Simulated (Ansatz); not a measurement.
# Every step of a relaxation of fcc Sb (110), 4 layers

DFT, PBE, PAW with Ansatz's default frozen-core files, scalar-relativistic (Ansatz 0.2.0); a Γ-centred 10×7×1 k mesh, Fermi–Dirac smearing of 0.08 eV, no spin polarisation. The run relaxes the atoms in the fixed cell.

Command: `ansatz run input.yaml --threads 1 --pin off --max-ram 3584MiB --backend cpu --events-out ev --progress --plain --runs-dir out` It took 3.3 min on 1 thread of Arm Neoverse V2, on a shared host, peak memory 0.56 GiB.

```yaml
crystal:
  lattice:
    - [3.3884663829, 0.0, 0.0]
    - [0.0, 4.7920151143, 0.0]
    - [0.0, 0.0, 21.0827]
  atoms:
    - { symbol: Sb, position: [0.25, 0.25, 0.3794580492] }
    - { symbol: Sb, position: [0.75, 0.75, 0.4598193494] }
    - { symbol: Sb, position: [0.25, 0.25, 0.5401806501] }
    - { symbol: Sb, position: [0.75, 0.75, 0.6205419508] }
kpoints:
  mp_grid: { grid: [10, 7, 1] }
scf:
  occupations: { method: fermi_dirac, width: 0.08 }
hamiltonian:
  xc: pbe
  pseudopotentials: { kind: paw }
output:
  forces: true
  stress: true
  eigenvalues: true
relax:
  f_tol: 0.01
  max_steps: 40
efield:
  axis: 3
  amplitude: 0
  dipole_correction: true
```

Each step lists its free energy a cell above the last geometry, and Cartesian positions (Å) with forces (eV/Å).

The first step:

```
step 1  dF = 506.93 meV
  Sb 0.8471 1.1980 8.0000   0.0000 0.0000 0.3299
  Sb 2.5413 3.5940 9.6942   0.0000 0.0000 -0.4441
  Sb 0.8471 1.1980 11.3885   0.0000 0.0000 0.4441
  Sb 2.5413 3.5940 13.0827   0.0000 0.0000 -0.3299
```

Spin–orbit coupling is left out, which matters for the heavy atoms.

Question: Where does the relaxation end, and by which steps?

Answer: After 8 geometries, with a shortest distance of 3.000 Å. The further steps:
```
step 2  dF = 356.19 meV
  Sb 0.8471 1.1980 8.1187   0.0000 0.0000 0.2603
  Sb 2.5413 3.5940 9.5993   0.0000 0.0000 -0.4022
  Sb 0.8471 1.1980 11.4834   0.0000 0.0000 0.4022
  Sb 2.5413 3.5940 12.9640   0.0000 0.0000 -0.2603
step 3  dF = 216.86 meV
  Sb 0.8471 1.1980 8.2335   0.0000 0.0000 0.1936
  Sb 2.5413 3.5940 9.4024   0.0000 0.0000 -0.0512
  Sb 0.8471 1.1980 11.6803   0.0000 0.0000 0.0512
  Sb 2.5413 3.5940 12.8492   0.0000 0.0000 -0.1936
step 4  dF = 105.07 meV
  Sb 0.8471 1.1980 8.4288   0.0000 0.0000 0.3423
  Sb 2.5413 3.5940 9.3788   0.0000 0.0000 0.1098
  Sb 0.8471 1.1980 11.7039   0.0000 0.0000 -0.1098
  Sb 2.5413 3.5940 12.6539   0.0000 0.0000 -0.3423
step 5  dF = 3.49 meV
  Sb 0.8471 1.1980 8.6240   0.0000 0.0000 0.0448
  Sb 2.5413 3.5940 9.4158   0.0000 0.0000 0.1025
  Sb 0.8471 1.1980 11.6669   0.0000 0.0000 -0.1025
  Sb 2.5413 3.5940 12.4587   0.0000 0.0000 -0.0448
step 6  dF = 18.95 meV  (not accepted)
  Sb 0.8471 1.1980 8.6589   0.0000 0.0000 -0.1021
  Sb 2.5413 3.5940 9.5023   0.0000 0.0000 -0.3011
  Sb 0.8471 1.1980 11.5804   0.0000 0.0000 0.3011
  Sb 2.5413 3.5940 12.4238   0.0000 0.0000 0.1021
step 7  dF = 0.07 meV
  Sb 0.8471 1.1980 8.6416   0.0000 0.0000 0.0032
  Sb 2.5413 3.5940 9.4369   0.0000 0.0000 0.0168
  Sb 0.8471 1.1980 11.6458   0.0000 0.0000 -0.0168
  Sb 2.5413 3.5940 12.4411   0.0000 0.0000 -0.0032
step 8  dF = 0.00 meV
  Sb 0.8471 1.1980 8.6421   0.0000 0.0000 0.0004
  Sb 2.5413 3.5940 9.4411   0.0000 0.0000 -0.0001
  Sb 0.8471 1.1980 11.6416   0.0000 0.0000 0.0001
  Sb 2.5413 3.5940 12.4406   0.0000 0.0000 -0.0004
```
